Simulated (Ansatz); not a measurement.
## Sn (fcc): energy against volume

Theory: Ansatz 0.2.0, DFT, revPBE, plane waves (420 eV) with PAW, scalar-relativistic. (PAW data from PBE, frozen cores regenerated.)

The cell is scaled uniformly from the relaxed one, with fractional coordinates and shape fixed. Energies are extrapolated to zero smearing, pressures are those at the given smearing. Magnetic state: spin not included.

A Birch-Murnaghan fit gives V₀ = 28.63 Å³/atom, B₀ = 43 GPa, B₀′ = 4.6.

**Question.** What are the energy above the minimum and the pressure at 26.370 Å³/atom?

**Answer.** 27.8 meV/atom and 4.29 GPa as computed.

**Question.** What are the energy above the minimum and the pressure at 27.516 Å³/atom?

**Answer.** 6.3 meV/atom and 1.88 GPa as computed.

**Question.** What are the energy above the minimum and the pressure at 30.956 Å³/atom?

**Answer.** 21.7 meV/atom and -2.78 GPa as computed.
